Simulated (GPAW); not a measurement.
Runs of GPAW 26.7.0 on CaSe. Symmetry: F-43m, No. 216, cubic system. The conventional cell has a = 6.600 Å, b = 6.600 Å, c = 6.600 Å, α = 90.00°, β = 90.00°, γ = 90.00°. Se (site symmetry -43m) has 4 Ca at 2.86 Å as nearest neighbours. Ca (site symmetry -43m) has 4 Se at 2.86 Å as nearest neighbours. The cell comes from a database or a generator and needn't be the stable form of this composition.

```csv
task,level,potentials or basis,spin,cell,k mesh,smearing,band path,band points,occupations with spin-orbit coupling,spin axis theta (degrees),spin axis phi (degrees),gap on the mesh (eV),pressure (GPa)
band structure,PBEsol+D3(BJ),"PAW data sets generated in the run's folder for this functional, pw","SOC, no magnetisation",the cell as VASP's run set it,5 × 5 × 5,gaussian 0.1 eV,"GXWKGLUWLK,UX",100,fermi-dirac,90,45,2.90,-2.4
density of states,LDA,"the program's PAW data sets (release 1.2.1) made for this functional, pw",off,as given,7 × 7 × 7,fermi-dirac 0.02 eV,-,-,-,-,-,(b),-2.5
relaxation of cell and atoms,BLYP+D4,"PAW data sets generated in the run's folder for this functional, pw",off,relaxed,7 × 7 × 7,gaussian 0.05 eV,-,-,-,-,-,(a),-0.1
single point,RPBE,"the program's PAW data sets (release 1.2.1) made for this functional, pw",off,as given,7 × 7 × 7,gaussian 0.05 eV,-,-,-,-,-,3.40,1.2
```

Alike in all rows: cutoff (eV) 600.

**Question.** Fill in the values left out.

**Answer.** (a) 3.34; (b) 2.87.

Caveats: an odd mesh through Γ misses points on the zone boundary, where band edges often lie (some runs); spin-orbit coupling was added after a scalar SCF, so levels and gaps hold it while energy, forces, pressure and moments don't (some runs); this program's spin-orbit splittings come out too wide for heavy elements (some runs); later steps reuse the first step's grids (some runs).

A k mesh can miss the band edges, and rows without SOC leave out spin-orbit coupling on Se.

Runs at the PBE level aren't shown here.
